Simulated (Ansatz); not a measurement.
**How Ag stores the work of compression**

The calculation used DFT PBE, scalar-relativistic, plane waves, PAW in Ansatz. (420 eV cutoff, 18×18×18 k-mesh, Gaussian smearing of 0.10 eV, no spin polarisation)

Starting point, cell and atoms relaxed:

```
CELL_PARAMETERS angstrom
0.00000 2.07375 2.07375
2.07375 0.00000 2.07375
2.07375 2.07375 0.00000
ATOMIC_POSITIONS crystal
Ag 0.00000 0.00000 0.00000
```

Cell and atoms were relaxed at each target pressure within the start's symmetry (Fm-3m), at zero temperature; other phases can be more stable under pressure. H = E + PV with P the target; E is the free energy at the smearing used, whose derivative the pressure is, per atom and counted from zero pressure.

```tsv
P (GPa)	V (Å³/atom)	E − E0 (meV)	H − H0 (meV)
0	17.836	0.0	0.0
2	17.472	2.2	220.3
5	17.010	12.2	543.0
10	16.383	41.1	1063.7
20	15.450	126.7	2055.4
40	14.211	352.6	3900.6
```

Task: Thermodynamics gives dH/dP = V along a relaxed path. Integrate V over P by the trapezoid rule and compare with the computed enthalpies.

Result: With 1 eV/Å³ = 160.22 GPa, each step adds the mean volume times ΔP / 160.22:
```tsv
P (GPa)	∫V dP (meV)	H − H0 (meV)	difference (meV)
2	220.4	220.3	0.1
5	543.2	543.0	0.2
10	1064.3	1063.7	0.6
20	2057.7	2055.4	2.4
40	3909.0	3900.6	8.4
```

V(P) curves upward, so the trapezoid rule runs high; integrating a smooth curve through the same points puts that excess at about 8.2 meV at 40 GPa, against the 8.4 meV found.

Task: At 40 GPa, how much of the enthalpy change is stored energy and how much is the PV term?

Result: E rises by 353 meV/atom and PV is 40 × 14.211 / 160.22 = 3548 meV/atom, so PV makes 91 % of ΔH. So between rival structures at high pressure a small difference in volume can outweigh the difference in energy: 1 % of this volume is worth 35.5 meV/atom at this pressure.

Task: What bulk modulus do the lowest pressures give?

Result: From the pressures that the runs reached, -2.00 GPa (18.256 Å³) and 2.00 GPa (17.472 Å³), B = −ΔP/Δln V = 4.00 / 0.0439 = 91 GPa, a mean over that range.